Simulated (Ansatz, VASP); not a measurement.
# ZnO in VASP and in Ansatz

```
Zn O
1.0
     3.26231    0.00000    0.00000
    -1.63115    2.82524    0.00000
     0.00000    0.00000    5.16169
Zn O
2 2
Direct
  0.33333 0.66667 0.49741
  0.66667 0.33333 0.99741
  0.66667 0.33333 0.38160
  0.33333 0.66667 0.88160
```

Change from the starting cell: film at in-plane strain +0.01.

Alike in both runs: task single point; functional PBEsol; k mesh 8 × 8 × 4; no spin polarisation.

|  | VASP | Ansatz |
| --- | --- | --- |
| version | VASP 6.6.1 | Ansatz 0.2.0 |
| potentials or method | VASP PAW PBE potentials, release 64 (Zn, O), cutoff 520 eV | all-electron LAPW, scalar-relativistic |
| occupations | gaussian, width 0.01 eV | fixed |

|  | VASP | Ansatz | Ansatz less VASP |
| --- | --- | --- | --- |
| gap on the k mesh at the Fermi level (eV) | 0.70 | 0.73 | +0.030 |
| pressure (GPa) | -0.5 | -1.5 | -1.02 |
| largest component of the traceless stress (GPa) | 1.41 | 1.39 | -0.018 |

Ansatz ran all-electron here, so the differences hold the error of VASP's frozen core and of both bases.

Caveats: the PAW data sets were made with another functional, which shifts forces and pressure a little (VASP).
